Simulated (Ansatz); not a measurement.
The system is Ni.

```xyz
1
Lattice="0.0000 1.7376 1.7376 1.7376 0.0000 1.7376 1.7376 1.7376 0.0000" Properties=species:S:1:pos:R:3 pbc="T T T"
Ni    0.0000    0.0000    0.0000
```

Base run:

* Program: Ansatz 0.2.0
* Functional: PBE
* Potentials or basis: Ansatz PAW
* Cutoff: 420 eV (not typed: the program's choice for these potentials)
* k mesh: 11 × 11 × 11
* Occupations: fermi-dirac, width 0.05 eV
* Spin: collinear spin, ferromagnetic start
* Starting moments: [1.5] μB
* Fixed moment: 1.5 μB

Its results: pressure 21.2 GPa; site moments Ni +1.42 μB.

Question: The run is repeated on the same cell with these changes: fixed moment from 1.5 μB to 0.5 μB; moments at the start from [1.5] to [0.5]. What comes out?

Answer: Pressure 7.6 GPa; site moments Ni +0.53 μB.

Caveats: the total moment is fixed, so each spin has its own Fermi level; the thresholds are loose for stress.
